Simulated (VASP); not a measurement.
# Si2Mo (I4/mmm) in VASP: single point with PBE+D3(BJ)

Aim: the single point of Si2Mo with PBE+D3(BJ).

Everything below comes from runs of VASP 6.6.1. Logs are shortened: lines on timing, memory, paths and dates and some standing lists are left out, and cuts for length are marked.

### 1 The cell of the first run

The structure is tetragonal, space group I4/mmm (No. 139). The conventional cell has a = 3.179 Å, b = 3.179 Å, c = 7.796 Å, α = 90.00°, β = 90.00°, γ = 90.00°. Around Si (site symmetry 4mm) lie 5 Si at 2.58 to 2.61 Å and 5 Mo at 2.59 to 2.61 Å. Mo (site symmetry 4/mmm) has 10 Si at 2.59 to 2.61 Å as nearest neighbours.

### 2 Single point, PBE+D3(BJ) (relaxed again under DFT PBE+D3(BJ), scalar-relativistic, plane waves, PAW)

The input, INCAR:

```
PREC     = Accurate       # precision mode
ENCUT    = 520            # plane-wave cutoff, eV
EDIFF    = 1E-6           # SCF threshold, eV
ISMEAR   = 0              # smearing method
SIGMA    = 0.1            # smearing width, eV
LREAL    = False          # projectors in reciprocal space
LASPH    = True           # aspherical terms in the spheres
NELM     = 100            # most SCF steps
ALGO     = Fast           # electronic algorithm
ISIF     = 2              # what is computed and relaxed
LWAVE    = False          # write WAVECAR
LCHARG   = False          # write CHGCAR
GGA      = PE             # functional
IVDW     = 12             # dispersion correction
NBANDS   = 18             # bands
```

The input, KPOINTS:

```
Automatic mesh
0
Gamma
  18 18 18
```

The input, POSCAR:

```
Si2Mo
1.0
   -1.5892663031      1.5892663031      3.8980358962
    1.5892663031     -1.5892663031      3.8980358962
    1.5892663031      1.5892663031     -3.8980358962
Si Mo
2 1
Direct
    0.3346141866      0.3346141866      0.0000000000
    0.6653858134      0.6653858134      0.0000000000
    0.0000000000      0.0000000000      0.0000000000
```

Potentials or basis: VASP PAW PBE potentials, release 64 (Si, Mo_sv).

The run is started by

```bash
$ cat potpaw_PBE.64/Si/POTCAR potpaw_PBE.64/Mo_sv/POTCAR > POTCAR
$ mpirun -np 1 vasp_std > vasp.out
```

OUTCAR:

```text
PREC = Accurate
   ENCUT = 520
   EDIFF = 1E-6
   ISMEAR = 0
   LREAL = False
   LASPH = True
   NELM = 100
   ISIF = 2
   GGA = PE
   IVDW = 12
 IVDW          = 12

 ion  position               nearest neighbor table
   1  0.335  0.335  0.000-   2 2.58   3 2.59   3 2.59   3 2.59   3 2.59   2 2.61   2 2.61   2 2.61
                             2 2.61   3 2.61
   2  0.665  0.665  0.000-   1 2.58   3 2.59   3 2.59   3 2.59   3 2.59   1 2.61   1 2.61   1 2.61
                             1 2.61   3 2.61
   3  0.000  0.000  0.000-   2 2.59   2 2.59   2 2.59   1 2.59   2 2.59   1 2.59   1 2.59   1 2.59
                             1 2.61   2 2.61

  LATTYP: Found a body centered tetragonal cell.
 ALAT       =     3.1785326062
 C/A-ratio  =     2.4527267007

  Lattice vectors:

 A1 = (  -1.5892663031,   1.5892663031,   3.8980358962)
 A2 = (   1.5892663031,  -1.5892663031,   3.8980358962)
 A3 = (   1.5892663031,   1.5892663031,  -3.8980358962)

Analysis of symmetry for initial positions (statically):
=====================================================================
 Subroutine PRICEL returns:
 Original cell was already a primitive cell.

 Routine SETGRP: Setting up the symmetry group for a
 body centered tetragonal supercell.

 Subroutine GETGRP returns: Found 16 space group operations
 (whereof 16 operations were pure point group operations)
 out of a pool of 16 trial point group operations.

The static configuration has the point symmetry D_4h.

Analysis of symmetry for dynamics (positions and initial velocities):
=====================================================================
 Subroutine PRICEL returns:
 Original cell was already a primitive cell.

 Routine SETGRP: Setting up the symmetry group for a
 body centered tetragonal supercell.

 Subroutine GETGRP returns: Found 16 space group operations
 (whereof 16 operations were pure point group operations)
 out of a pool of 16 trial point group operations.

The dynamic configuration has the point symmetry D_4h.

 Subroutine INISYM returns: Found 16 space group operations
 (whereof 16 operations are pure point group operations),
 and found     1 'primitive' translations

----------------------------------------------------------------------------------------

                                     Primitive cell

  volume of cell :      39.3821

  direct lattice vectors                    reciprocal lattice vectors
    -1.589266303  1.589266303  3.898035896     0.000000000  0.314610584  0.128269727
     1.589266303 -1.589266303  3.898035896     0.314610584  0.000000000  0.128269727
[... 93 lines left out ...]
   ISIF   =      2    stress and relaxation
   ISYM   =      2    0-nonsym 1-usesym 2-fastsym
   POTIM  = 0.5000    time-step for ionic-motion
   TEBEG  =    0.0;   TEEND  =   0.0 temperature during run
   PSTRESS=    0.0 pullay stress
   NELECT =      22.0000    total number of electrons
   NUPDOWN=      -1.0000    fix difference up-down
   EMIN   =  10.00;   EMAX   =-10.00  energy-range for DOS
   EFERMI =   0.00;   METHOD = LEGACY
   ISMEAR =     0;   SIGMA  =   0.10  broadening in eV -4-tet -1-fermi 0-gaus
   EFERMI_NEDOS =   21; number of points for ismear=-14 and -15
   IALGO  =     68    algorithm
   IMIX   =      4    mixing-type and parameters
     AMIX     =   0.40;   BMIX     =  1.00
     AMIX_MAG =   1.60;   BMIX_MAG =  1.00
  volume/ion in A,a.u.               =      13.13        88.59
  Fermi-wavevector in a.u.,A,eV,Ry     =   1.348288  2.547895 24.733766  1.817881
  Thomas-Fermi vector in A             =   2.475969
   LORBIT       =      0    0 simple, 1 ext, 2 COOP (PROOUT), +10 PAW based schemes
   GGA     = PE    functional components
   LHFCALC =     F    Hartree Fock is set to
   AEXX    =    0.0000 exact exchange contribution
   IVDW    =    12    specifies the selected vdW correction
   LEPSILON=     F    determine dielectric tensor
   LRPA    =     F    only Hartree local field effects (RPA)
 non-spin polarized calculation
 RMM-DIIS sequential band-by-band and
 Gauss-broadening in eV      SIGMA  =   0.10
  energy-cutoff  :      520.00
  volume of cell :       39.38
 maximum number of plane-waves:      1079
 NGX is ok and might be reduce to    36
   NGX = 17   NGY = 17   NGZ = 17

 number of electron      22.0000000 magnetization

 Free energy of the ion-electron system (eV)
  ---------------------------------------------------
  ext. energy  EPLUGINS =         0.00000000
  ---------------------------------------------------
  free energy    TOTEN  =       -23.23008214 eV

  energy without entropy =      -23.22893517  energy(sigma->0) =      -23.22950866

 E-fermi :  12.5871     XC(G=0): -12.5304

 val. band max:       12.5148556790   @ k =  -0.3889  -0.4444   0.3889
 cond. band min:      12.5918307267   @ k =  -0.3333  -0.3333   0.2778
 fundamental gap:      0.0769750477
 Fermi energy:        12.5871027878

 k-point     1 :       0.0000    0.0000    0.0000
  band No.  band energies     occupation
      1     -48.1090      2.00000
      2     -22.2778      2.00000
      3     -22.1862      2.00000
      4     -22.1862      2.00000
      5      -1.0100      2.00000
      6       6.0712      2.00000
[... 481 lines left out ...]
      5      -0.1275      2.00000
      6       6.1599      2.00000
[... 10 lines left out ...]
     17      18.9740      0.00000
     18      21.1414      0.00000

 [... further k-points ...]

------------------------ aborting loop because EDIFF is reached ----------------------------------------

 Edisp (eV)   -1.76796

 E8    (eV) :    -0.7689

  FORCE on cell =-STRESS in cart. coord.  units (eV):
  Direction    XX          YY          ZZ          XY          YZ          ZX
  --------------------------------------------------------------------------------------
  -------------------------------------------------------------------------------------
  Total       0.04489     0.04489     0.03763     0.00000     0.00000     0.00000
  in kB       1.82611     1.82611     1.53074     0.00000     0.00000     0.00000
  external pressure =        1.73 kB  Pullay stress =        0.00 kB

 VOLUME and BASIS-vectors are now :
 -----------------------------------------------------------------------------
  energy-cutoff  :      520.00
  volume of cell :       39.38
      direct lattice vectors                 reciprocal lattice vectors
    -1.589266303  1.589266303  3.898035896     0.000000000  0.314610584  0.128269727
     1.589266303 -1.589266303  3.898035896     0.314610584  0.000000000  0.128269727
     1.589266303  1.589266303 -3.898035896     0.314610584  0.314610584  0.000000000

 POSITION                                       TOTAL-FORCE (eV/Angst)
 -----------------------------------------------------------------------------------
      0.00000      0.00000      2.60868         0.000000      0.000000     -0.005534
      0.00000      0.00000      5.18740        -0.000000     -0.000000      0.005534
      0.00000      0.00000      0.00000        -0.000000     -0.000000      0.000000
 -----------------------------------------------------------------------------------
    total drift:                               -0.000000      0.000000     -0.000000

  FREE ENERGIE OF THE ION-ELECTRON SYSTEM (eV)
  ---------------------------------------------------
  free  energy   TOTEN  =       -24.9980462396 eV

  energy  without entropy=      -24.9968992671  energy(sigma->0) =      -24.99747275
```

OSZICAR:

```text
N       E                     dE             d eps       ncg     rms          rms(c)
DAV:   1     0.121354433899E+03    0.12135E+03   -0.11288E+04 17304   0.116E+03
DAV:   2    -0.209223686390E+02   -0.14228E+03   -0.13936E+03 20604   0.299E+02
DAV:   3    -0.240956422053E+02   -0.31733E+01   -0.31331E+01 21344   0.394E+01
DAV:   4    -0.241153646109E+02   -0.19722E-01   -0.19698E-01 20360   0.325E+00
DAV:   5    -0.241154944252E+02   -0.12981E-03   -0.12981E-03 20348   0.283E-01    0.226E+01
RMM:   6    -0.233603873725E+02    0.75511E+00   -0.29120E+00 17623   0.108E+01    0.560E+00
RMM:   7    -0.232508648791E+02    0.10952E+00   -0.20543E-01 18215   0.314E+00    0.407E+00
RMM:   8    -0.232303289799E+02    0.20536E-01   -0.56726E-02 20262   0.161E+00    0.374E-01
RMM:   9    -0.232302160042E+02    0.11298E-03   -0.87004E-03 20927   0.568E-01    0.257E-01
RMM:  10    -0.232301131223E+02    0.10288E-03   -0.13939E-03 20051   0.284E-01    0.121E-01
RMM:  11    -0.232300852338E+02    0.27889E-04   -0.34800E-04 20861   0.131E-01    0.194E-02
RMM:  12    -0.232300817969E+02    0.34368E-05   -0.55403E-05 21027   0.601E-02    0.142E-02
RMM:  13    -0.232300828292E+02   -0.10322E-05   -0.14765E-05 21059   0.286E-02    0.964E-03
RMM:  14    -0.232300821440E+02    0.68519E-06   -0.33219E-06 17016   0.150E-02
   1 F= -.24998046E+02 E0= -.24997473E+02  d E =-.114697E-02
```

stdout:

```text
POSCAR found type information on POSCAR SiMo
 POSCAR found :  2 types and       3 ions
 scaLAPACK will be used
 LDA part: xc-table for (Slater+PW92), standard interpolation
 POSCAR, INCAR and KPOINTS ok, starting setup
 FFT: planning ... GRIDC
 FFT: planning ... GRID_SOFT
 FFT: planning ... GRID
 WAVECAR not read
 entering main loop
```

Run time: 7.9 min. Hardware: 1 thread of AMD EPYC 7R43 (Zen 3), shared host; peak memory 0.42 GiB.

What came out:

* Free energy: -24.9980 eV
* Pressure: 0.2 GPa
* Largest force: 0.006 eV/Å
* Band gap on the k mesh: none (metal or under the smearing width)
* Dispersion energy per atom: -0.589 eV

Forces in eV/Å, atoms in the order of the input:
```
Si   0.000  0.000 -0.006
Si   0.000  0.000  0.006
Mo   0.000  0.000  0.000
```

Caveat: pairwise dispersion overbinds metals, which lowers pressure and volume.
